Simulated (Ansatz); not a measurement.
## Is this Sr3Cl4 stable against decomposition?

Level of theory: DFT PBE, scalar-relativistic, plane waves, PAW in Ansatz 0.2.0. Settings: cutoff 420 eV, Γ-centred meshes spaced at most about 0.3 Å⁻¹, and about 0.25 Å⁻¹ or finer for metals (2π included), Gaussian smearing. No spin polarisation.

Energies over the elements count from the elements' standard structures at the same level (Cl₂ as a molecule), with no fitted energy shifts.

All energies are static (0 K, no zero-point motion). A magnetic state wasn't ruled out in cells without spin, among them Sr3Cl4 Pm-3m.

The competitors are the elements and 1 reference phase of this chemical system (from databases or known types: SrCl2), relaxed at the same level; other known phases may be missing.

The candidate was reached from: random cell.

```
Sr Cl
1.0
     5.97152    0.00000    0.00000
     0.00000    5.97152    0.00000
     0.00000    0.00000    5.97152
Sr Cl
3 4
Direct
  0.50000 0.00000 0.00000
  0.00000 0.50000 0.00000
  0.00000 0.00000 0.50000
  0.00000 0.50000 0.50000
  0.50000 0.00000 0.50000
  0.50000 0.50000 0.00000
  0.00000 0.00000 0.00000
```

Task: Where does it stand against these competitors?

Result: Not stable. Its formation energy is -1.926 eV/atom. The lowest competing mixture at this composition is this:

| phase | space group | source | share of atoms | ΔE_f (eV/atom) |
| --- | --- | --- | --- | --- |
| Sr | - | element | 0.1429 | 0.000 |
| SrCl2 | Fm-3m (No. 225) | Materials Project | 0.8571 | -2.541 |

The mixture lies at -2.178 eV/atom, and the candidate lies 0.25 eV/atom above it. The candidate matches no cell in the subsets of the Crystallography Open Database and the Materials Project at hand. A phase this far over the hull is unlikely to be made. Checks: no imaginary mode at Γ (other wave vectors untested).
